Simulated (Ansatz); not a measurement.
Crystal: TiAl3.

```xyz
4
Lattice="-1.9111 1.9111 4.2807 1.9111 -1.9111 4.2807 1.9111 1.9111 -4.2807" Properties=species:S:1:pos:R:3 pbc="T T T"
Ti    0.0000    0.0000    0.0000
Al    1.9111    0.0000    2.1403
Al    0.0000    1.9111    2.1403
Al    0.0000    0.0000    4.2807
```

The cell comes from a database or a generator and needn't be the stable form of this composition.

* Program: Ansatz 0.2.0
* Task: relaxation of cell and atoms
* Functional: PBEsol
* Dispersion: D4
* Potentials or basis: Ansatz PAW
* Cutoff: 420 eV (not typed: the program's choice for these potentials)
* k mesh: 10 × 10 × 10
* Occupations: fermi-dirac, width 0.05 eV
* Spin: no spin polarisation

At the start: volume 15.63 Å³/atom.

Question: How do energy, volume and symmetry change on relaxing?

Answer: It ends after 5 steps and the volume is 15.31 Å³/atom (-2.1 %); space group I4/mmm (No. 139, to 0.05 Å).

Step by step:
| step | energy change (eV) | largest force (eV/Å) | volume (Å³) |
| --- | --- | --- | --- |
| 1 | 0.0000 | 0.0000 | 62.54 |
| 2 | -0.0081 | 0.0000 | 60.67 |
| 3 | -0.0103 | 0.0000 | 61.24 |
| 4 | -0.0103 | 0.0000 | 61.22 |
| 5 | -0.0100 | 0.0000 | 61.22 |

Final structure:
```
Ti Al
1.0
    -1.89815    1.89815    4.24796
     1.89815   -1.89815    4.24796
     1.89815    1.89815   -4.24796
Ti Al
1 3
Direct
  0.00000 0.00000 0.00000
  0.25000 0.75000 0.50000
  0.75000 0.25000 0.50000
  0.50000 0.50000 0.00000
```

Caveat: the plane-wave basis is chosen anew once the cell has moved, so the energies of steps on either side of that aren't comparable; pairwise dispersion overbinds metals, which lowers pressure and volume; the PAW data sets come from PBE, with cores solved anew for the run's functional, which leaves a small shift of forces and pressure.
